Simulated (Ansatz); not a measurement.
# From a trial cell to the properties of Au (bcc)

Method: PBE, scalar-relativistic; no spin polarisation; PAW, 420 eV, Γ-centred 18×18×18 mesh, 0.05 eV Gaussian smearing; code Ansatz; PAW files: Ansatz's generated set soft_2.

At room temperature and ambient pressure Au is fcc.

The start:

```cif
data_structure
_symmetry_space_group_name_H-M 'P 1'
_symmetry_Int_Tables_number 1
_cell_length_a 2.8044
_cell_length_b 2.8044
_cell_length_c 2.8044
_cell_angle_alpha 109.471
_cell_angle_beta 109.471
_cell_angle_gamma 109.471
_cell_volume 16.98
loop_
_atom_site_label
_atom_site_type_symbol
_atom_site_fract_x
_atom_site_fract_y
_atom_site_fract_z
_atom_site_occupancy
Au1 Au 0.00000 0.00000 0.00000 1
```

The runs in order:

```tsv
run	level	k-mesh	kind	V (Å³/atom)	P (GPa)	E − E(final) (meV/atom)	gap on the mesh (eV)
1	PBE	18×18×18	fixed cell	16.98	9.6	28.3	metal
2	PBE	18×18×18	fixed cell	18.07	-0.6	0.2	metal
3	PBE	18×18×18	fixed cell	17.99	0.0	0.0	metal
```

The cell is relaxed to zero pressure at this level.

The final structure (symmetry read at 0.01 Å). Symmetry: Im-3m, No. 229, cubic system. Conventional cell: a = 3.301 Å, b = 3.301 Å, c = 3.301 Å, α = 90.00°, β = 90.00°, γ = 90.00°. Au (site symmetry m-3m) is surrounded by 8 Au at 2.86 Å. (Shells end 15 % past the nearest neighbour.)

```csv
atom,site,symmetry,x,y,z
Au,2a,m-3m,0.0000,0.0000,0.0000
```

- At the final geometry the gap, band path included, is zero (metallic).

**Reading the result.**

The calculation's cell holds 19 valence electrons, an odd number. Without magnetic order each band takes two, so one stays part-filled and the crystal must be a metal.

These numbers lack spin–orbit coupling.
